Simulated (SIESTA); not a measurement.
Crystal: SiMo3.

```xyz
8
Lattice="4.8890 0.0000 0.0000 0.0000 4.8890 0.0000 0.0000 0.0000 4.8890" Properties=species:S:1:pos:R:3 pbc="T T T"
Mo    0.0000    2.4445    1.2223
Mo    0.0000    2.4445    3.6668
Mo    2.4445    1.2223    0.0000
Mo    3.6668    0.0000    2.4445
Mo    2.4445    3.6668    0.0000
Mo    1.2223    0.0000    2.4445
Si    2.4445    2.4445    2.4445
Si    0.0000    0.0000    0.0000
```

Base run:

| Item | Value |
| --- | --- |
| Program | SIESTA 5.4.2 |
| Functional | PBE |
| Potentials or basis | PseudoDojo 0.4 standard (PBE files) |
| Basis | DZP (energy shift 0.003 Ry; two zetas on semicore shells) |
| Grid cutoff | 800 Ry |
| Energy shift | 0.003 Ry |
| k mesh | 6 × 6 × 6 |
| Occupations | fermi-dirac, width 0.05 eV |
| Spin | no spin polarisation |

Its results: band gap on the k mesh none (metal or under the smearing width); pressure 6.7 GPa.

**Question.** The run is repeated on the same cell with these changes: functional from PBE to PBEsol; potentials or basis from PseudoDojo 0.4 standard (PBE files) to PseudoDojo 0.4 standard (PBEsol files). What comes out?

**Answer.** Band gap on the k mesh none (metal or under the smearing width); pressure -0.2 GPa.

Caveats: the basis of atomic orbitals isn't converged, which shifts pressures, moduli and gaps.

Not every run made on this cell is shown here.
